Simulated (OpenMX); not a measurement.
Crystal: CoO.

```
CELL_PARAMETERS angstrom
3.19765 0.00000 0.00000
-1.59882 2.76924 0.00000
0.00000 0.00000 5.22871
ATOMIC_POSITIONS crystal
Co 0.33333 0.66667 0.50336
Co 0.00000 0.00000 0.00347
O 0.33333 0.66667 0.87156
O 0.00000 0.00000 0.37161
```

Measurements of this composition are mostly on another form, of space group No. 225.

* Program: OpenMX 3.8.5
* Task: single point
* Functional: PBE
* Potentials or basis: OpenMX 2013 PBE set, Co6.0H-s3p2d2, O6.0-s2p2d1, grid cutoff 500 Ry
* k mesh: 11 × 11 × 5
* Occupations: fermi-dirac, width 0.05 eV
* Spin: collinear spin, ferromagnetic start
* Starting moments: [2.0, 2.0, 0.0, 0.0] μB

On this cell: pressure 2.0 GPa; largest force 0.352 eV/Å; net moment 5.84 μB per cell; site moments Co +2.52; O +0.40 μB; band gap on the k mesh none (metal or under the smearing width).

The same run follows on a disturbed copy (atoms moved at random, drawn with an rms of 0.05 Å):

```xyz
4
Lattice="3.1976 0.0000 0.0000 -1.5988 2.7692 0.0000 0.0000 0.0000 5.2287" Properties=species:S:1:pos:R:3 pbc="T T T"
Co   -0.0087    1.8761    2.5932
Co    0.0263    0.0192    0.0067
O     0.0353    1.8363    4.5096
O    -0.0136   -0.0645    1.9377
```

Problem. What does the disturbed cell give?

Solution. The energy (extrapolated to zero smearing) moves by +9.8 meV/atom; pressure 2.1 GPa; largest force 0.633 eV/Å; net moment 5.81 μB per cell; site moments Co +2.51; O +0.40, +0.39 μB; band gap on the k mesh none (metal or under the smearing width).

Forces in eV/Å, atoms in the order of the input:
```
Co  -0.078 -0.519 -0.202
Co   0.067 -0.157 -0.420
O   -0.059  0.136  0.615
O    0.100  0.554  0.026
```

Caveats: the basis of atomic orbitals isn't converged, which shifts pressures, moduli and gaps; semilocal functionals often make such compounds metallic where correlation or magnetic order opens a gap, which also shifts bond lengths.
